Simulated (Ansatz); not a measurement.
Ansatz input file:

```yaml
crystal:
  lattice:
    - [0.0, 1.9946374, 1.9946374]
    - [1.9946374, 0.0, 1.9946374]
    - [1.9946374, 1.9946374, 0.0]
  atoms:
    - { symbol: Ti, position: [0.0, 0.0, 0.0] }
basis:
  ecutwfc: 420
kpoints:
  mp_grid: { grid: [18, 18, 18] }
hamiltonian:
  xc: pbe
scf:
  occupations: { method: gaussian, width: 0.1 }
output:
  forces: true
  stress: true
  eigenvalues: true
```

Command:
```bash
ansatz run input.yaml --threads 1 --pin off --max-ram 1331MiB --backend cpu --events-out ev --progress --plain --runs-dir out
```

These are results of Ansatz 0.2.0, DFT PBE, scalar-relativistic, plane waves, PAW, not measurements.

Part of what the program printed, abridged (final results; tables in files aren't shown):

```
SCF 1 converged in 6 iterations: F = -2499.562709 eV  dr2 = 4.41e-9
SCF converged after 6 iterations
Free energy (F): -2499.562709 eV
Harris-Foulkes:  -2499.562709 eV  (|F-HF|=3.27e-9)
Internal energy: -2499.554768 eV  (E = F + TS)
E sigma→0 (E₀):  -2499.558739 eV
Entropy (-TS):   -0.007941 eV (-7.941 meV/atom)
Fermi energy:    14.748988 eV
--- Per-component energies (eV) ---
  E_band       = -138.290335
  E_kinetic    = 275.078368
  E_local      = -763.243389  (includes V_loc(G=0)·N_el)
  E_nonlocal   = 8.420400
  E_hartree    = 318.056039
  E_xc         = -98.243240
  E_vxc        = -122.994873  (∫ρ·V_xc dr)
  E_paw        = -1048.061166  (= ΣΔE_a)
  E_vpaw       = -171.665359  (= ΣTr[D̂ρ^β])
  E_aug_tail   = 0.000146  (compensation charges beyond the density's cutoff)
  E_ewald      = -1191.561927
  E_smearing   = -0.007941  (= −TS)
--- Forces (eV/Å), atoms counted from 1 ---
  atom   1  Ti     0.00000000     0.00000000     0.00000000
--- Stress (GPa, compression-positive) ---
       11.375737       0.000000       0.000000
        0.000000      11.375737       0.000000
        0.000000       0.000000      11.375737
  P = ⅓ Tr σ = 11.3757 GPa (113.757 kbar)
--- Band table (eV; the first three rows and the last of 195) ---
  k-point 0: bands = ["-41.7638", "-17.5218", "-17.5218", "-17.5218", "8.4910", "15.6778", "15.6778", "15.6778", "17.5292", "17.5292"]
  k-point 1: bands = ["-41.7585", "-17.5501", "-17.5252", "-17.5252", "8.5999", "15.6069", "15.7190", "15.7190", "17.5012", "17.5012"]
  k-point 2: bands = ["-41.7432", "-17.6312", "-17.5351", "-17.5351", "8.9179", "15.4145", "15.8260", "15.8260", "17.4378", "17.4378"]
  k-point 194: bands = ["-41.5277", "-18.1445", "-18.0538", "-17.8483", "12.9576", "14.0145", "14.6844", "17.1596", "19.0659", "23.3846"]
```

Self-consistency was reached.